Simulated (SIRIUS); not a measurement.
**SiC (Moissanite 3C) under changes of volume**

One of the cells (10.553 Å³/atom); the others are scaled copies at fixed shape and fractional positions:

```
Si C
1.0
     0.00000    2.19343    2.19343
     2.19343    0.00000    2.19343
     2.19343    2.19343    0.00000
Si C
1 1
Direct
  0.00000 0.00000 0.00000
  0.75000 0.75000 0.75000
```

```yaml
Program: SIRIUS 7.10.0
Functional: PBEsol
Potentials_or_basis: PseudoDojo 0.4.1 PBEsol standard (scalar relativistic)
Cutoff: 1127 eV
Density_cutoff: 4507 eV
k_mesh: 10 × 10 × 10
Occupations: fermi-dirac, width 0.05 eV
Spin: no spin polarisation
```

```tsv
volume (Å³/atom)	energy over the lowest point (meV/atom)	pressure (GPa)	gap on the mesh (eV)
9.725	25.18	15.2	1.18
9.932	?	?	?
10.139	0.00	4.5	1.22
10.553	0.00	-4.3	1.26
10.760	8.02	-8.1	1.27
10.967	20.72	-11.6	1.29
```

Question: What does the run at 9.932 Å³/atom give?

Answer: Energy over the lowest point 9.13 meV/atom; pressure 9.6 GPa; gap on the mesh 1.20 eV.

Worked out: A Birch-Murnaghan fit of order 3 (a polynomial in V^(-2/3)) to the other rows has its minimum at 10.34 Å³/atom with B0 = V·E''(V) = 220 GPa and B' = 3.9. It gives 9.13 meV/atom at 9.932 Å³/atom, against the run's 9.13, and -dE/dV = 9.7 GPa, against 9.6. A straight line through the other rows of the gap, of slope 0.908 eV per unit of ln V, gives 1.20 eV, against the run's 1.20.

Energies are extrapolated to zero smearing.

A mesh can miss the band edges.
